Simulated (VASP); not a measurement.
Calculation: PBE GGA with D3 dispersion (Becke-Johnson damping), VASP's PBE PAW potentials (set 64) (plane waves; VASP 6.6.1).

A VASP calculation is set up with these files.

### POSCAR
```
Li2O
1
    0.0000000000     2.2666957412     2.2666957412
    2.2666957412     0.0000000000     2.2666957412
    2.2666957412     2.2666957412     0.0000000000
Li O
2 1
Direct
  0.2500000000   0.2500000000   0.2500000000
  0.7500000000   0.7500000000   0.7500000000
  0.0000000000   0.0000000000   0.0000000000
```

File KPOINTS:
```
k-points along high-symmetry lines
15
Line-mode
Reciprocal
  0.000000   0.000000   0.000000 ! GAMMA
  0.500000   0.000000   0.500000 ! X

  0.500000   0.000000   0.500000 ! X
  0.625000   0.250000   0.625000 ! U

  0.375000   0.375000   0.750000 ! K
  0.000000   0.000000   0.000000 ! GAMMA

  0.000000   0.000000   0.000000 ! GAMMA
  0.500000   0.500000   0.500000 ! L

  0.500000   0.500000   0.500000 ! L
  0.500000   0.250000   0.750000 ! W

  0.500000   0.250000   0.750000 ! W
  0.500000   0.000000   0.500000 ! X
```

**INCAR**
```
ICHARG = 11
LREAL = .FALSE.   # projection in real space or not
SYSTEM = Li2O
GGA = PE   # PBE
EDIFF = 1E-7
LASPH = .TRUE.
LWAVE = .FALSE.
LORBIT = 11
LCHARG = .FALSE.
NELM = 100
PREC = Accurate
ISMEAR = 0   # Gaussian
IVDW = 12   # D3, Becke-Johnson
SIGMA = 0.05
ENCUT = 520
ALGO = Normal
```

POTCAR, in this order: Li_sv O (PBE.64 set). Program: vasp_std. Read from the step before: CHGCAR.

The resulting files:

OUTCAR:
```
 ion  position               nearest neighbor table
   1  0.250  0.250  0.250-   3 1.96   3 1.96   3 1.96   3 1.96   2 2.27   2 2.27   2 2.27   2 2.27
                             2 2.27   2 2.27
   2  0.750  0.750  0.750-   3 1.96   3 1.96   3 1.96   3 1.96   1 2.27   1 2.27   1 2.27   1 2.27
                             1 2.27   1 2.27
   3  0.000  0.000  0.000-   1 1.96   2 1.96   2 1.96   2 1.96   2 1.96   1 1.96   1 1.96   1 1.96
  LATTYP: Found a face centered cubic cell.
 ALAT       =     4.5333914824
 Subroutine PRICEL returns:
 Original cell was already a primitive cell.
 Subroutine GETGRP returns: Found 48 space group operations
The static configuration has the point symmetry O_h .
The dynamic configuration has the point symmetry O_h .
 Subroutine INISYM returns: Found 48 space group operations
   k-points           NKPTS =     90   k-points in BZ     NKDIM =     90   number of bands    NBANDS=     10
   number of dos      NEDOS =    301   number of ions     NIONS =      3
   total plane-waves  NPLWV =  13824
   dimension x,y,z NGX =    24 NGY =   24 NGZ =   24
   dimension x,y,z NGXF=    48 NGYF=   48 NGZF=   48
   ions per type =               2   1
   PREC   = accura    normal or accurate (medium, high low for compatibility)
   ISTART =      0    job   : 0-new  1-cont  2-samecut
   ICHARG =     11    charge: 1-file 2-atom 10-const
   ISPIN  =      1    spin polarized calculation?
   LNONCOLLINEAR =      F non collinear calculations
   LSORBIT =      F    spin-orbit coupling
   INIWAV =      1    electr: 0-lowe 1-rand  2-diag
   ENCUT  =  520.0 eV  38.22 Ry    6.18 a.u.   5.96  5.96  5.96*2*pi/ulx,y,z
   NELM   =    100;   NELMIN=  2; NELMDL= -5     # of ELM steps
   EDIFF  = 0.1E-06   stopping-criterion for ELM
   LREAL  =      F    real-space projection
   NLSPLINE    = F    spline interpolate recip. space projectors
   LMAXMIX     =    2 max onsite mixed and CHGCAR
   VOSKOWN=      0    Vosko Wilk Nusair interpolation
   EDIFFG = 0.1E-05   stopping-criterion for IOM
   NSW    =      0    number of steps for IOM
   NBLOCK =      1;   KBLOCK =      1    inner block; outer block
   IBRION =     -1    ionic relax: 0-MD 1-quasi-New 2-CG
   NFREE  =      0    steps in history (QN), initial steepest desc. (CG)
   ISIF   =      2    stress and relaxation
   ISYM   =      2    0-nonsym 1-usesym 2-fastsym
   TEIN   =    0.0    initial temperature
   TEBEG  =    0.0;   TEEND  =   0.0 temperature during run
   SMASS  =  -3.00    Nose mass-parameter (am)
   PSTRESS=    0.0 pullay stress
   NELECT =      12.0000    total number of electrons
   EFERMI =   0.00;   METHOD = LEGACY
   ISMEAR =     0;   SIGMA  =   0.05  broadening in eV -4-tet -1-fermi 0-gaus
   IALGO  =     38    algorithm
   LDIAG  =      T    sub-space diagonalisation (order eigenvalues)
   IMIX   =      4    mixing-type and parameters
     AMIX     =   0.40;   BMIX     =  1.00
     AMIX_MAG =   1.60;   BMIX_MAG =  1.00
     AMIN     =   0.10
   GGA     = PE    functional components
   VOSKOWN =     0    Vosko Wilk Nusair interpolation
   LHFCALC =     F    Hartree Fock is set to
   LHFONE  =     F    Hartree Fock one center treatment
   AEXX    =    0.0000 exact exchange contribution
   IVDW    =    12    specifies the selected vdW correction
   LEPSILON=     F    determine dielectric tensor
   LRPA    =     F    only Hartree local field effects (RPA)
  energy-cutoff  :      520.00
  volume of cell :       23.29
      direct lattice vectors                 reciprocal lattice vectors
     0.000000000  2.266695741  2.266695741    -0.220585406  0.220585406  0.220585406
     2.266695741  0.000000000  2.266695741     0.220585406 -0.220585406  0.220585406
     2.266695741  2.266695741  0.000000000     0.220585406  0.220585406 -0.220585406
 k-point     1 :   0.0000 0.0000 0.0000  plane waves:     609
 k-point     2 :   0.0357 0.0000 0.0357  plane waves:     613
 k-point     3 :   0.0714 0.0000 0.0714  plane waves:     617
 k-point     4 :   0.1071 0.0000 0.1071  plane waves:     613
 k-point     5 :   0.1429 0.0000 0.1429  plane waves:     613
 k-point     6 :   0.1786 0.0000 0.1786  plane waves:     621
 k-point     7 :   0.2143 0.0000 0.2143  plane waves:     633
...
```

File OSZICAR:
```
       N       E                     dE             d eps       ncg     rms          rms(c)
DAV:   1     0.410319925434E+02    0.41032E+02   -0.62581E+03  1800   0.131E+03
DAV:   2    -0.914425341766E+01   -0.50176E+02   -0.47164E+02  2248   0.230E+02
DAV:   3    -0.136275688832E+02   -0.44833E+01   -0.44610E+01  3008   0.578E+01
DAV:   4    -0.137082722310E+02   -0.80703E-01   -0.80630E-01  2414   0.764E+00
DAV:   5    -0.137088591714E+02   -0.58694E-03   -0.58692E-03  2574   0.618E-01
DAV:   6    -0.137088665882E+02   -0.74168E-05   -0.74167E-05  2382   0.460E-02
DAV:   7    -0.137088666534E+02   -0.65189E-07   -0.65180E-07  2590   0.431E-03
   1 F= -.14548862E+02 E0= -.14548862E+02  d E =-.101671E-16
```

**OUTCAR**
```
 val. band max:        1.6492647540   @ k =   0.0000   0.0000   0.0000

 cond. band min:       6.7293513794   @ k =   0.5000   0.0000   0.5000



 k-point     1 :       0.0000    0.0000    0.0000
  band No.  band energies     occupation
      1     -41.2438      2.00000
      2     -40.8490      2.00000
      3     -13.8922      2.00000
      4       1.6493      2.00000
      5       1.6493      2.00000
      6       1.6493      2.00000
      7       7.3542      0.00000
      8      13.9090      0.00000
      9      13.9090      0.00000
     10      13.9091      0.00000

 k-point     2 :       0.0357    0.0000    0.0357
  band No.  band energies     occupation
      1     -41.2419      2.00000
      2     -40.8504      2.00000
      3     -13.8888      2.00000
      4       1.6105      2.00000
      5       1.6277      2.00000
      6       1.6277      2.00000
      7       7.4011      0.00000
      8      13.9232      0.00000
      9      13.9232      0.00000
     10      13.9485      0.00000

 k-point     3 :       0.0714    0.0000    0.0714
  band No.  band energies     occupation
      1     -41.2362      2.00000
      2     -40.8545      2.00000
      3     -13.8787      2.00000
      4       1.5014      2.00000
      5       1.5647      2.00000
      6       1.5647      2.00000
      7       7.5310      0.00000
      8      13.9664      0.00000
      9      13.9664      0.00000
     10      14.0661      0.00000

 k-point     4 :       0.1071    0.0000    0.1071
  band No.  band energies     occupation
      1     -41.2269      2.00000
      2     -40.8611      2.00000
      3     -13.8623      2.00000
      4       1.3395      2.00000
      5       1.4649      2.00000
      6       1.4649      2.00000
      7       7.7134      0.00000
      8      14.0399      0.00000
      9      14.0399      0.00000
     10      14.2593      0.00000

 k-point     5 :       0.1429    0.0000    0.1429
  band No.  band energies     occupation
...
```

The density is held fixed in this step, so its total energy and stress have no physical meaning.

The compound is Li2O in the antifluorite structure. It was relaxed first, which changed the volume by -6 %.
